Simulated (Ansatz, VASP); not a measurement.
## AlN: VASP beside Ansatz

```xyz
2
Lattice="0.0000 1.9690 1.9690 1.9690 0.0000 1.9690 1.9690 1.9690 0.0000" Properties=species:S:1:pos:R:3 pbc="T T T"
Al    0.0000    0.0000    0.0000
N     1.9690    1.9690    1.9690
```

Measurements of this composition are mostly on another form, of space group No. 186.

Alike in both runs: functional PBE; k mesh 12 × 12 × 12; occupations fermi-dirac, width 0.02 eV; no spin polarisation.

Ansatz relaxed the structure, and its values are those at the end. VASP's run is a single point on that final structure, the one shown.

|  | VASP | Ansatz |
| --- | --- | --- |
| version | VASP 6.6.1 | Ansatz 0.2.0 |
| potentials or method | VASP PAW PBE potentials, release 64 (Al, N) | plane-wave PAW, scalar-relativistic |
| plane-wave cutoff (eV) | 520 | 420 |
| valence electrons in the cell | 8 | 8 |

Ansatz gave:

| Property | Result |
| --- | --- |
| gap on the k mesh at the Fermi level (eV) | 5.14 |

Problem. Which values does VASP return?

Solution. gap on the k mesh at the Fermi level (eV): 5.16.

Ansatz warned: «stress_scf_threshold_loose».

 A k mesh can miss the band edges.
